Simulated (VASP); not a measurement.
# KCl (Fm-3m) in VASP: single point with PBEsol

Aim: the single point of KCl with PBEsol.

Everything below comes from runs of VASP 6.6.1. Logs are shortened: lines on timing, memory, paths and dates and some standing lists are left out, and cuts for length are marked.

**Measured values to compare with.**

From a printed reference work, monograph, for a bulk crystal of KCl: band gap 8.68 eV.

The runs below are set against these values where they give the same quantity.

## Step 1: The cell of the first run

The structure is cubic, space group Fm-3m (No. 225). Conventional cell: a = 6.244 Å, b = 6.244 Å, c = 6.244 Å, α = 90.00°, β = 90.00°, γ = 90.00°. K (site symmetry m-3m) has 6 Cl at 3.12 Å within 4.1 Å. Cl (site symmetry m-3m) has 6 K at 3.12 Å within 4.1 Å.

## Step 2: Single point, PBEsol

Contents of INCAR:

```
ALGO     = Normal         # electronic algorithm
EDIFF    = 1E-6           # SCF threshold, eV
ENCUT    = 500            # plane-wave cutoff, eV
GGA      = PS             # functional
GGA_COMPAT= F            
ISIF     = 2              # what is computed and relaxed
ISMEAR   = 0              # smearing method
LASPH    = T              # aspherical terms in the spheres
LCHARG   = T              # write CHGCAR
LELF     = T              # ELF
LREAL    = F              # projectors in reciprocal space
LVHAR    = T            
LWAVE    = F              # write WAVECAR
NBANDS   = 15             # bands
NELM     = 120            # most SCF steps
PREC     = Accurate       # precision mode
SIGMA    = 0.02           # smearing width, eV
```

Contents of KPOINTS:

```
k-points
0
Gamma
  6 6 6
```

Contents of POSCAR:

```
KCl
1.0
    0.0000000000      3.1217966421      3.1217966421
    3.1217966421      0.0000000000      3.1217966421
    3.1217966421      3.1217966421      0.0000000000
K Cl
1 1
Direct
    0.0000000000      0.0000000000      0.0000000000
    0.5000000000      0.5000000000      0.5000000000
```

Potentials or basis: VASP PAW PBE potentials, release 64 (K_sv, Cl).

The run is started by

```console
$ cat potpaw_PBE.64/K_sv/POTCAR potpaw_PBE.64/Cl/POTCAR > POTCAR
$ mpirun -np 1 vasp_std > vasp.out
```

OUTCAR:

```text
EDIFF = 1E-6
   ENCUT = 500
   GGA = PS
   ISIF = 2
   ISMEAR = 0
   LASPH = T
   LREAL = F
   NELM = 120
   PREC = Accurate

 ion  position               nearest neighbor table
   1  0.000  0.000  0.000-   2 3.12   2 3.12   2 3.12   2 3.12   2 3.12   2 3.12
   2  0.500  0.500  0.500-   1 3.12   1 3.12   1 3.12   1 3.12   1 3.12   1 3.12

  LATTYP: Found a face centered cubic cell.
 ALAT       =     6.2435932842

  Lattice vectors:

 A1 = (   0.0000000000,   3.1217966421,   3.1217966421)
 A2 = (   3.1217966421,   0.0000000000,   3.1217966421)
 A3 = (   3.1217966421,   3.1217966421,   0.0000000000)

Analysis of symmetry for initial positions (statically):
=====================================================================
 Subroutine PRICEL returns:
 Original cell was already a primitive cell.

 Routine SETGRP: Setting up the symmetry group for a
 face centered cubic supercell.

 Subroutine GETGRP returns: Found 48 space group operations
 (whereof 48 operations were pure point group operations)
 out of a pool of 48 trial point group operations.

The static configuration has the point symmetry O_h .

Analysis of symmetry for dynamics (positions and initial velocities):
=====================================================================
 Subroutine PRICEL returns:
 Original cell was already a primitive cell.

 Routine SETGRP: Setting up the symmetry group for a
 face centered cubic supercell.

 Subroutine GETGRP returns: Found 48 space group operations
 (whereof 48 operations were pure point group operations)
 out of a pool of 48 trial point group operations.

The dynamic configuration has the point symmetry O_h .

 Subroutine INISYM returns: Found 48 space group operations
 (whereof 48 operations are pure point group operations),
 and found     1 'primitive' translations

----------------------------------------------------------------------------------------

                                     Primitive cell

  volume of cell :      60.8477

  direct lattice vectors                    reciprocal lattice vectors
     0.000000000  3.121796642  3.121796642    -0.160164180  0.160164180  0.160164180
     3.121796642  0.000000000  3.121796642     0.160164180 -0.160164180  0.160164180
     3.121796642  3.121796642  0.000000000     0.160164180  0.160164180 -0.160164180

  length of vectors
     4.414887150  4.414887150  4.414887150     0.277412498  0.277412498  0.277412498

  position of ions in fractional coordinates (direct lattice)
     0.000000000  0.000000000  0.000000000
     0.500000000  0.500000000  0.500000000

  ion indices of the primitive-cell ions
   primitive index   ion index
                 1           1
                 2           2

----------------------------------------------------------------------------------------

 KPOINTS: k-points

Automatic generation of k-mesh.
 Grid dimensions read from file:
 generate k-points for:    6    6    6

 Generating k-lattice:

  Cartesian coordinates                     Fractional coordinates (reciprocal lattice)
    -0.026694030  0.026694030  0.026694030     0.166666667  0.000000000  0.000000000
     0.026694030 -0.026694030  0.026694030     0.000000000  0.166666667  0.000000000
     0.026694030  0.026694030 -0.026694030     0.000000000  0.000000000  0.166666667

  Length of vectors
     0.046235416  0.046235416  0.046235416

  Shift w.r.t. Gamma in fractional coordinates (k-lattice)
     0.000000000  0.000000000  0.000000000

 Subroutine IBZKPT returns following result:
 ===========================================

 Found     16 irreducible k-points:

 Following reciprocal coordinates:
            Coordinates               Weight
  0.000000  0.000000  0.000000      1.000000
  0.166667  0.000000  0.000000      8.000000
  0.333333  0.000000  0.000000      8.000000
  0.500000  0.000000  0.000000      4.000000
  0.166667  0.166667  0.000000      6.000000
  0.333333  0.166667  0.000000     24.000000
[... 8 lines left out ...]
 -0.333333  0.333333  0.166667     24.000000
 -0.333333  0.500000  0.166667     12.000000
   k-points           NKPTS =     16   k-points in BZ     NKDIM =     16   number of bands    NBANDS=     15
   number of dos      NEDOS =    301   number of ions     NIONS =      2
   total plane-waves  NPLWV =  32768
   dimension x,y,z NGX =    32 NGY =   32 NGZ =   32
   dimension x,y,z NGXF=    64 NGYF=   64 NGZF=   64
   ions per type =               1   1
   NGX,Y,Z   is equivalent  to a cutoff of  12.05, 12.05, 12.05 a.u.
   NGXF,Y,Z  is equivalent  to a cutoff of  24.10, 24.10, 24.10 a.u.
 SYSTEM =  unknown system
   PREC   = accura    normal or accurate (medium, high low for compatibility)
   ISTART =      0    job   : 0-new  1-cont  2-samecut
   ICHARG =      2    charge: 1-file 2-atom 10-const
   ISPIN  =      1    spin polarized calculation?
   LNONCOLLINEAR =      F non collinear calculations
   LSORBIT =      F    spin-orbit coupling
   LASPH  =      T    aspherical Exc in radial PAW
   ENCUT  =  500.0 eV  36.75 Ry    6.06 a.u.   8.05  8.05  8.05*2*pi/ulx,y,z
   NELM   =    120;   NELMIN=  2; NELMDL= -5     # of ELM steps
   EDIFF  = 0.1E-05   stopping-criterion for ELM
   LREAL  =      F    real-space projection
   EDIFFG = 0.1E-04   stopping-criterion for IOM
   NSW    =      0    number of steps for IOM
   IBRION =     -1    ionic relax: 0-MD 1-quasi-New 2-CG
   NFREE  =      0    steps in history (QN), initial steepest desc. (CG)
   ISIF   =      2    stress and relaxation
   ISYM   =      2    0-nonsym 1-usesym 2-fastsym
   POTIM  = 0.5000    time-step for ionic-motion
   TEBEG  =    0.0;   TEEND  =   0.0 temperature during run
   PSTRESS=    0.0 pullay stress
   NELECT =      16.0000    total number of electrons
   NUPDOWN=      -1.0000    fix difference up-down
   EMIN   =  10.00;   EMAX   =-10.00  energy-range for DOS
   EFERMI =   0.00;   METHOD = LEGACY
   ISMEAR =     0;   SIGMA  =   0.02  broadening in eV -4-tet -1-fermi 0-gaus
   EFERMI_NEDOS =   21; number of points for ismear=-14 and -15
   IALGO  =     38    algorithm
   IMIX   =      4    mixing-type and parameters
     AMIX     =   0.40;   BMIX     =  1.00
     AMIX_MAG =   1.60;   BMIX_MAG =  1.00
  volume/ion in A,a.u.               =      30.42       205.31
  Fermi-wavevector in a.u.,A,eV,Ry     =   1.048818  1.981979 14.966676  1.100020
  Thomas-Fermi vector in A             =   2.183755
   LORBIT       =      0    0 simple, 1 ext, 2 COOP (PROOUT), +10 PAW based schemes
   GGA     = PS    functional components
   LHFCALC =     F    Hartree Fock is set to
   AEXX    =    0.0000 exact exchange contribution
   IVDW    =     0    specifies the selected vdW correction
   LEPSILON=     F    determine dielectric tensor
   LRPA    =     F    only Hartree local field effects (RPA)
 non-spin polarized calculation
 Gauss-broadening in eV      SIGMA  =   0.02
  energy-cutoff  :      500.00
  volume of cell :       60.85
 maximum number of plane-waves:      1572
   NGX = 17   NGY = 17   NGZ = 17

 number of electron      16.0000000 magnetization

 Free energy of the ion-electron system (eV)
  ---------------------------------------------------
  ext. energy  EPLUGINS =         0.00000000
  ---------------------------------------------------
  free energy    TOTEN  =        -7.02308855 eV

  energy without entropy =       -7.02308855  energy(sigma->0) =       -7.02308855

 E-fermi :  -1.7179     XC(G=0):  -7.8229

 val. band max:       -1.8110785656   @ k =   0.0000   0.0000   0.0000
 cond. band min:       3.2865706022   @ k =   0.0000   0.0000   0.0000
 fundamental gap:      5.0976491678
 Fermi energy:        -1.7178627358

 k-point     1 :       0.0000    0.0000    0.0000
  band No.  band energies     occupation
      1     -28.7992      2.00000
      2     -13.9303      2.00000
      3     -12.3261      2.00000
      4     -12.3261      2.00000
      5     -12.3261      2.00000
      6      -1.8111      2.00000
      7      -1.8111      2.00000
      8      -1.8111      2.00000
      9       3.2866      0.00000
     10       6.4913      0.00000
     11       6.4913      0.00000
     12       6.4913      0.00000
     13       7.3917      0.00000
     14       7.3917      0.00000
     15      11.0141      0.00000

 k-point     2 :       0.1667    0.0000    0.0000
  band No.  band energies     occupation
      1     -28.7960      2.00000
      2     -13.9833      2.00000
      3     -12.3287      2.00000
      4     -12.3287      2.00000
      5     -12.2586      2.00000
      6      -2.1505      2.00000
      7      -1.9048      2.00000
      8      -1.9048      2.00000
      9       3.9437      0.00000
     10       6.3062      0.00000
     11       6.8473      0.00000
     12       6.8473      0.00000
     13       7.7824      0.00000
     14       7.7824      0.00000
     15      12.0020      0.00000

 k-point     3 :       0.3333    0.0000    0.0000
  band No.  band energies     occupation
      1     -28.7898      2.00000
      2     -14.0788      2.00000
      3     -12.3338      2.00000
      4     -12.3338      2.00000
      5     -12.1332      2.00000
      6      -2.7031      2.00000
      7      -2.0813      2.00000
      8      -2.0813      2.00000
      9       5.1736      0.00000
     10       6.3920      0.00000
     11       7.8160      0.00000
     12       7.8160      0.00000
     13       8.7674      0.00000
     14       8.7674      0.00000
     15      11.1314      0.00000
[... 199 lines left out ...]
 k-point    15 :      -0.3333    0.3333    0.1667
  band No.  band energies     occupation
      1     -28.7838      2.00000
      2     -13.9779      2.00000
      3     -12.4138      2.00000
      4     -12.3933      2.00000
      5     -12.2075      2.00000
      6      -2.5715      2.00000
      7      -2.2764      2.00000
      8      -2.1911      2.00000
      9       6.0495      0.00000
     10       6.3026      0.00000
     11       7.9507      0.00000
     12       8.2160      0.00000
     13       9.4420      0.00000
     14      10.0485      0.00000
     15      10.1309      0.00000

 k-point    16 :      -0.3333    0.5000    0.1667
  band No.  band energies     occupation
      1     -28.7829      2.00000
      2     -13.8984      2.00000
      3     -12.4640      2.00000
      4     -12.4144      2.00000
      5     -12.2706      2.00000
      6      -2.4140      2.00000
      7      -2.2645      2.00000
      8      -2.1894      2.00000
      9       5.3193      0.00000
     10       7.0544      0.00000
     11       7.2697      0.00000
     12       8.3810      0.00000
     13       9.1645      0.00000
     14       9.9854      0.00000
     15      10.5569      0.00000

------------------------ aborting loop because EDIFF is reached ----------------------------------------

  FORCE on cell =-STRESS in cart. coord.  units (eV):
  Direction    XX          YY          ZZ          XY          YZ          ZX
  --------------------------------------------------------------------------------------
  -------------------------------------------------------------------------------------
  Total        0.0137516      0.0137516      0.0137516      0.0000000     -0.0000000     -0.0000000
  in kB        0.3620934      0.3620934      0.3620934      0.0000000     -0.0000000     -0.0000000
  external PRESSURE =       0.3620934 kB  Pullay stress =       0.0000000 kB

 VOLUME and BASIS-vectors are now :
 -----------------------------------------------------------------------------
  energy-cutoff  :      500.00
  volume of cell :       60.85
      direct lattice vectors                 reciprocal lattice vectors
     0.000000000  3.121796642  3.121796642    -0.160164180  0.160164180  0.160164180
     3.121796642  0.000000000  3.121796642     0.160164180 -0.160164180  0.160164180
     3.121796642  3.121796642  0.000000000     0.160164180  0.160164180 -0.160164180

 POSITION                                       TOTAL-FORCE (eV/Angst)
 -----------------------------------------------------------------------------------
      0.00000      0.00000      0.00000        -0.000000      0.000000     -0.000000
      3.12180      3.12180      3.12180         0.000000     -0.000000      0.000000
 -----------------------------------------------------------------------------------
    total drift:                                0.000000     -0.000000     -0.000000

  FREE ENERGIE OF THE ION-ELECTRON SYSTEM (eV)
  ---------------------------------------------------
  free  energy   TOTEN  =        -7.0230885457 eV

  energy  without entropy=       -7.0230885457  energy(sigma->0) =       -7.02308855
```

Run time: 18 s. Hardware: 1 thread of Intel Xeon 8259CL, shared host; peak memory 0.18 GiB.

What came out:

```
Free energy            : -7.0231 eV
Pressure               : 0.0 GPa
Band gap on the k mesh : 5.10 eV
```

Levels at points of the mesh, in eV from the valence-band top:
```tsv
k point	band 6	band 7	band 8	band 9	band 10	band 11
(0.00, 0.00, 0.00)	0.00	0.00	0.00	5.10	8.30	8.30
(0.50, 0.00, 0.00)	-1.13	-0.35	-0.35	7.49	8.58	10.55
(0.50, 0.50, 0.00)	-0.69	-0.23	-0.23	6.38	8.33	10.04
```

Caveat: the PAW data sets were made with another functional, which shifts forces and pressure a little.

## Step 3: Comparison with measurements

Step 2. Against the measured gap of KCl, 8.68 eV (a printed reference work, monograph), the calculated 5.10 eV is off by -3.58 eV. The value is that of PBEsol, without temperature or zero-point motion. Semilocal functionals fall short of measured gaps as a rule.
